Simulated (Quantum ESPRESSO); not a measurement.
# MoS2 in Quantum ESPRESSO: settings compared, part 2 of 3

Quantum ESPRESSO 7.5.

### 3 Band structure, PBE

pw.in

```
&CONTROL
  calculation = 'scf'
  prefix = 'pwscf'
  outdir = './tmp'
  pseudo_dir = './pseudo'
  tprnfor = .true.
  tstress = .true.
  disk_io = 'low'
/
&SYSTEM
  ibrav = 0
  nat = 6
  ntyp = 2
  ecutwfc = 45
  ecutrho = 360
  nbnd = 36
  occupations = 'smearing'
  smearing = 'fd'
  degauss = 0.00367493
/
&ELECTRONS
  conv_thr = 1.2d-09
  electron_maxstep = 120
  mixing_beta = 0.5
/
ATOMIC_SPECIES
Mo    95.9500 mo_pbe_v1.uspp.F.UPF
S     32.0600 s_pbe_v1.4.uspp.F.UPF
CELL_PARAMETERS bohr
   6.0179111844    0.0000000000    0.0000000000
  -3.0089555922    5.2116639634    0.0000000000
   0.0000000000    0.0000000000   40.9513755950
ATOMIC_POSITIONS bohr
Mo    -0.0000000003    3.4744426424   34.8561822703
Mo     3.0089555925    1.7372213209    6.0951933247
S      3.0089555925    1.7372213209   31.9267321693
S     -0.0000000003    3.4744426424    3.1635347161
S      3.0089555925    1.7372213209   37.7878408789
S     -0.0000000003    3.4744426424    9.0246434257
K_POINTS automatic
10 10 2 0 0 0
```

bands.in

```
&CONTROL
  calculation = 'bands'
  prefix = 'pwscf'
  outdir = './tmp'
  pseudo_dir = './pseudo'
  disk_io = 'low'
  verbosity = 'high'
/
&SYSTEM
  ibrav = 0
  nat = 6
  ntyp = 2
  ecutwfc = 45
  ecutrho = 360
  nbnd = 36
  occupations = 'smearing'
  smearing = 'fd'
  degauss = 0.00367493
/
&ELECTRONS
  conv_thr = 1d-08
  electron_maxstep = 120
  mixing_beta = 0.5
  diago_full_acc = .true.
/
ATOMIC_SPECIES
Mo    95.9500 mo_pbe_v1.uspp.F.UPF
S     32.0600 s_pbe_v1.4.uspp.F.UPF
CELL_PARAMETERS bohr
   6.0179111844    0.0000000000    0.0000000000
  -3.0089555922    5.2116639634    0.0000000000
   0.0000000000    0.0000000000   40.9513755950
ATOMIC_POSITIONS bohr
Mo    -0.0000000003    3.4744426424   34.8561822703
Mo     3.0089555925    1.7372213209    6.0951933247
S      3.0089555925    1.7372213209   31.9267321693
S     -0.0000000003    3.4744426424    3.1635347161
S      3.0089555925    1.7372213209   37.7878408789
S     -0.0000000003    3.4744426424    9.0246434257
K_POINTS crystal
61
 0.0000000000  0.0000000000  0.0000000000 1
 0.0555555556  0.0000000000  0.0000000000 1
 0.1111111111  0.0000000000  0.0000000000 1
 0.1666666667  0.0000000000  0.0000000000 1
 0.2222222222  0.0000000000  0.0000000000 1
 0.2777777778  0.0000000000  0.0000000000 1
 0.3333333333  0.0000000000  0.0000000000 1
 0.3888888889  0.0000000000  0.0000000000 1
 0.4444444444  0.0000000000  0.0000000000 1
 0.5000000000  0.0000000000  0.0000000000 1
 0.4666666667  0.0666666667  0.0000000000 1
 0.4333333333  0.1333333333  0.0000000000 1
 0.4000000000  0.2000000000  0.0000000000 1
 0.3666666667  0.2666666667  0.0000000000 1
 0.3333333333  0.3333333333  0.0000000000 1
 0.3030303030  0.3030303030  0.0000000000 1
 0.2727272727  0.2727272727  0.0000000000 1
 0.2424242424  0.2424242424  0.0000000000 1
 0.2121212121  0.2121212121  0.0000000000 1
 0.1818181818  0.1818181818  0.0000000000 1
 0.1515151515  0.1515151515  0.0000000000 1
 0.1212121212  0.1212121212  0.0000000000 1
 0.0909090909  0.0909090909  0.0000000000 1
 0.0606060606  0.0606060606  0.0000000000 1
 0.0303030303  0.0303030303  0.0000000000 1
 0.0000000000  0.0000000000  0.0000000000 1
 0.0000000000  0.0000000000  0.5000000000 1
 0.0500000000  0.0000000000  0.5000000000 1
 0.1000000000  0.0000000000  0.5000000000 1
 0.1500000000  0.0000000000  0.5000000000 1
 0.2000000000  0.0000000000  0.5000000000 1
 0.2500000000  0.0000000000  0.5000000000 1
 0.3000000000  0.0000000000  0.5000000000 1
 0.3500000000  0.0000000000  0.5000000000 1
 0.4000000000  0.0000000000  0.5000000000 1
 0.4500000000  0.0000000000  0.5000000000 1
 0.5000000000  0.0000000000  0.5000000000 1
 0.4722222222  0.0555555556  0.5000000000 1
 0.4444444444  0.1111111111  0.5000000000 1
 0.4166666667  0.1666666667  0.5000000000 1
 0.3888888889  0.2222222222  0.5000000000 1
 0.3611111111  0.2777777778  0.5000000000 1
 0.3333333333  0.3333333333  0.5000000000 1
 0.3095238095  0.3095238095  0.5000000000 1
 0.2857142857  0.2857142857  0.5000000000 1
 0.2619047619  0.2619047619  0.5000000000 1
 0.2380952381  0.2380952381  0.5000000000 1
 0.2142857143  0.2142857143  0.5000000000 1
 0.1904761905  0.1904761905  0.5000000000 1
 0.1666666667  0.1666666667  0.5000000000 1
 0.1428571429  0.1428571429  0.5000000000 1
 0.1190476190  0.1190476190  0.5000000000 1
 0.0952380952  0.0952380952  0.5000000000 1
 0.0714285714  0.0714285714  0.5000000000 1
 0.0476190476  0.0476190476  0.5000000000 1
 0.0238095238  0.0238095238  0.5000000000 1
 0.0000000000  0.0000000000  0.5000000000 1
 0.5000000000  0.0000000000  0.5000000000 1
 0.5000000000  0.0000000000  0.0000000000 1
 0.3333333333  0.3333333333  0.0000000000 1
 0.3333333333  0.3333333333  0.5000000000 1
```

Potentials or basis: GBRV 1.5 PBE.

Run with:

```
$ OMP_NUM_THREADS=1 mpirun -n 2 pw.x -nk 2 -in pw.in > pw.out
$ OMP_NUM_THREADS=1 mpirun -n 2 pw.x -nk 2 -in bands.in > bands.out
```

pw.out:

```text
This program is part of the open-source Quantum ESPRESSO suite
     for quantum simulation of materials; please cite
[... 6 lines left out ...]
     using ibrav=0 with symmetry is DISCOURAGED, use correct ibrav instead

     K-points division:     npool     =       2
     Subspace diagonalization in iterative solution of the eigenvalue problem:
     a serial algorithm will be used

     G-vector sticks info
     --------------------
     sticks:   dense  smooth     PW     G-vecs:    dense   smooth      PW
     Sum         913     439    139               148147    52273    8549

     Using Slab Decomposition

     bravais-lattice index     =            0
     lattice parameter (alat)  =       6.0179  a.u.
     unit-cell volume          =    1284.3715 (a.u.)^3
     number of atoms/cell      =            6
[... 437 lines left out ...]
     3.0332   3.0784   4.9685   4.9897   6.1692   6.4950   6.5746   6.6683
     7.9449   8.0821  10.1910  10.5311

     the Fermi energy is     4.2195 ev

!    total energy              =    -375.46301900 Ry
     estimated scf accuracy    <          3.2E-10 Ry
     smearing contrib. (-TS)   =      -0.00000001 Ry
     internal energy E=F+TS    =    -375.46301899 Ry

     The total energy is F=E-TS. E is the sum of the following terms:
     one-electron contribution =   -1694.18316493 Ry
     hartree contribution      =     855.85430389 Ry
     xc contribution           =     -72.58402790 Ry
     ewald contribution        =     535.44986995 Ry

     convergence has been achieved in  11 iterations

     negative rho (up, down):  6.716E-04 0.000E+00

     Forces acting on atoms (cartesian axes, Ry/au):

     atom    1 type  1   force =     0.00000000    0.00000000    0.00003327
     atom    2 type  1   force =     0.00000000    0.00000000   -0.00003327
     atom    3 type  2   force =    -0.00000000   -0.00000000   -0.00846106
     atom    4 type  2   force =    -0.00000000   -0.00000000   -0.00617368
     atom    5 type  2   force =     0.00000000    0.00000000    0.00617368
     atom    6 type  2   force =     0.00000000    0.00000000    0.00846106

     Total force =     0.014812     Total SCF correction =     0.000015

     Computing stress (Cartesian axis) and pressure

     negative rho (up, down):  6.716E-04 0.000E+00
          total   stress  (Ry/bohr**3)                   (kbar)     P=        5.99
   0.00001985  -0.00000000  -0.00000000            2.92       -0.00       -0.00
  -0.00000000   0.00001985  -0.00000000           -0.00        2.92       -0.00
  -0.00000000  -0.00000000   0.00008254           -0.00       -0.00       12.14

=------------------------------------------------------------------------------=
   JOB DONE.
=------------------------------------------------------------------------------=
```

bands.out:

```text
This program is part of the open-source Quantum ESPRESSO suite
     for quantum simulation of materials; please cite
         "P. Giannozzi et al., J. Phys.:Condens. Matter 21 395502 (2009);
         "P. Giannozzi et al., J. Phys.:Condens. Matter 29 465901 (2017);
         "P. Giannozzi et al., J. Chem. Phys. 152 154105 (2020);
     in publications or presentations arising from this work. More details at
[... 907 lines left out ...]
    -0.9096  -0.8377  -0.3830  -0.3830   0.3406   0.3406   1.0974   1.0974
     3.1509   3.1983   4.8348   4.8348   6.1375   6.4821   6.7592   6.7592
     8.0725   8.0725  10.0925  10.7726

=------------------------------------------------------------------------------=
   JOB DONE.
=------------------------------------------------------------------------------=
```

Run time: 3.9 min. Hardware: 2 MPI ranks of Arm Neoverse V1, shared host; peak memory 0.78 GiB.

Results:

- Free energy: -5108.4346 eV
- Largest force: 0.218 eV/Å
- Band gap on the k mesh: 1.39 eV, indirect (least direct gap 1.89 eV)
- Band gap along the path: 1.25 eV, indirect (least direct gap 1.64 eV)

Forces in eV/Å, atoms in the order of the input:
```
Mo   0.000  0.000  0.001
Mo   0.000  0.000 -0.001
S    0.000  0.000 -0.218
S    0.000  0.000 -0.159
S    0.000  0.000  0.159
S    0.000  0.000  0.218
```

Levels at the corners of the path, in eV from the valence-band top:
```tsv
point	band 23	band 24	band 25	band 26	band 27	band 28	band 29	band 30
Γ	-1.92	-1.72	-0.48	0.00	2.38	2.38	2.39	2.39
M	-1.42	-1.37	-1.02	-0.99	1.84	1.86	2.33	2.42
K	-2.49	-2.49	-0.43	-0.38	1.25	1.25	2.55	2.90
Γ	-1.92	-1.72	-0.48	0.00	2.38	2.38	2.39	2.39
A	-1.92	-1.72	-0.48	0.00	2.38	2.38	2.39	2.39
L	-1.42	-1.37	-1.02	-0.99	1.84	1.86	2.33	2.42
H	-2.49	-2.49	-0.43	-0.38	1.25	1.25	2.55	2.90
A	-1.92	-1.72	-0.48	0.00	2.38	2.38	2.39	2.39
L	-1.42	-1.37	-1.02	-0.99	1.84	1.86	2.33	2.42
M	-1.42	-1.37	-1.02	-0.99	1.84	1.86	2.33	2.42
K	-2.49	-2.49	-0.43	-0.38	1.25	1.25	2.55	2.90
H	-2.49	-2.49	-0.43	-0.38	1.25	1.25	2.55	2.90
```

### 4 Band structure, PBEsol

pw.in

```
&CONTROL
  calculation = 'scf'
  prefix = 'pwscf'
  outdir = './tmp'
  pseudo_dir = './pseudo'
  tprnfor = .true.
  tstress = .true.
  disk_io = 'low'
/
&SYSTEM
  ibrav = 0
  A = 3.18454146
  nat = 6
  ntyp = 2
  ecutwfc = 45
  ecutrho = 360
  nbnd = 36
  occupations = 'smearing'
  smearing = 'fd'
  degauss = 0.00367493
/
&ELECTRONS
  conv_thr = 1.2d-09
  electron_maxstep = 120
  mixing_beta = 0.5
/
ATOMIC_SPECIES
Mo    95.9500 mo_pbesol_v1.uspp.F.UPF
S     32.0600 s_pbesol_v1.4.uspp.F.UPF
CELL_PARAMETERS alat
   0.9999999987    0.0000000000    0.0000000000
  -0.4999999994    0.8660254027    0.0000000000
   0.0000000000    0.0000000000    6.8049152420
ATOMIC_POSITIONS alat
Mo    -0.0000000001    0.5773502685    5.7920732225
Mo     0.4999999994    0.2886751342    1.0128420195
S      0.4999999994    0.2886751342    5.3052846995
S     -0.0000000001    0.5773502685    0.5256865074
S      0.4999999994    0.2886751342    6.2792287347
S     -0.0000000001    0.5773502685    1.4996305425
K_POINTS automatic
10 10 2 0 0 0
```

Changes to bands.in since step 3:

```diff
@@ -10,2 +10,3 @@
   ibrav = 0
+  A = 3.18454146
   nat = 6
@@ -26,15 +27,15 @@
 ATOMIC_SPECIES
-Mo    95.9500 mo_pbe_v1.uspp.F.UPF
-S     32.0600 s_pbe_v1.4.uspp.F.UPF
-CELL_PARAMETERS bohr
-   6.0179111844    0.0000000000    0.0000000000
-  -3.0089555922    5.2116639634    0.0000000000
-   0.0000000000    0.0000000000   40.9513755950
-ATOMIC_POSITIONS bohr
-Mo    -0.0000000003    3.4744426424   34.8561822703
-Mo     3.0089555925    1.7372213209    6.0951933247
-S      3.0089555925    1.7372213209   31.9267321693
-S     -0.0000000003    3.4744426424    3.1635347161
-S      3.0089555925    1.7372213209   37.7878408789
-S     -0.0000000003    3.4744426424    9.0246434257
+Mo    95.9500 mo_pbesol_v1.uspp.F.UPF
+S     32.0600 s_pbesol_v1.4.uspp.F.UPF
+CELL_PARAMETERS alat
+   0.9999999987    0.0000000000    0.0000000000
+  -0.4999999994    0.8660254027    0.0000000000
+   0.0000000000    0.0000000000    6.8049152420
+ATOMIC_POSITIONS alat
+Mo    -0.0000000001    0.5773502685    5.7920732225
+Mo     0.4999999994    0.2886751342    1.0128420195
+S      0.4999999994    0.2886751342    5.3052846995
+S     -0.0000000001    0.5773502685    0.5256865074
+S      0.4999999994    0.2886751342    6.2792287347
+S     -0.0000000001    0.5773502685    1.4996305425
 K_POINTS crystal
```

Potentials or basis: GBRV 1.5 PBEsol.

Run with:

```
$ OMP_NUM_THREADS=1 mpirun -n 2 pw.x -nk 2 -in pw.in > pw.out
$ OMP_NUM_THREADS=1 mpirun -n 2 pw.x -nk 2 -in bands.in > bands.out
```

Wall time 4 min (2 MPI ranks of Arm Neoverse V1, shared host); peak memory 0.78 GiB.

Results (log left out):

```yaml
Free_energy: -5104.1342 eV
Largest_force: 0.150 eV/Å
Band_gap_on_the_k_mesh: 1.38 eV, indirect (least direct gap 1.89 eV)
Band_gap_along_the_path: 1.25 eV, indirect (least direct gap 1.64 eV)
```

Forces on the atoms (eV/Å):
```
Mo   0.000  0.000  0.006
Mo   0.000  0.000 -0.006
S    0.000  0.000  0.150
S    0.000  0.000  0.133
S    0.000  0.000 -0.133
S    0.000  0.000 -0.150
```

Stress tensor (GPa, compression positive):
```
-2.53  0.00  0.00
 0.00 -2.53  0.00
 0.00  0.00 -0.94
```

Levels at the corners of the path, in eV from the valence-band top:
```csv
point,band 22,band 23,band 24,band 25,band 26,band 27,band 28,band 29,band 30,band 31
Γ,-1.92,-1.92,-1.72,-0.50,0.00,2.38,2.38,2.39,2.39,2.66
M,-2.18,-1.40,-1.35,-1.04,-1.01,1.85,1.86,2.33,2.42,3.32
K,-3.26,-2.47,-2.47,-0.44,-0.39,1.25,1.25,2.52,2.88,3.19
Γ,-1.92,-1.92,-1.72,-0.50,0.00,2.38,2.38,2.39,2.39,2.66
A,-1.92,-1.92,-1.72,-0.50,0.00,2.38,2.38,2.39,2.39,2.66
L,-2.18,-1.40,-1.35,-1.04,-1.01,1.85,1.86,2.33,2.42,3.32
H,-3.26,-2.47,-2.47,-0.44,-0.39,1.25,1.25,2.52,2.88,3.19
A,-1.92,-1.92,-1.72,-0.50,0.00,2.38,2.38,2.39,2.39,2.66
L,-2.18,-1.40,-1.35,-1.04,-1.01,1.85,1.86,2.33,2.42,3.32
M,-2.18,-1.40,-1.35,-1.04,-1.01,1.85,1.86,2.33,2.42,3.32
K,-3.26,-2.47,-2.47,-0.44,-0.39,1.25,1.25,2.52,2.88,3.19
H,-3.26,-2.47,-2.47,-0.44,-0.39,1.25,1.25,2.52,2.88,3.19
```

PBEsol gaps usually lie below the measured ones, often by a third to a half.

(Continued in part 3 of 3.)
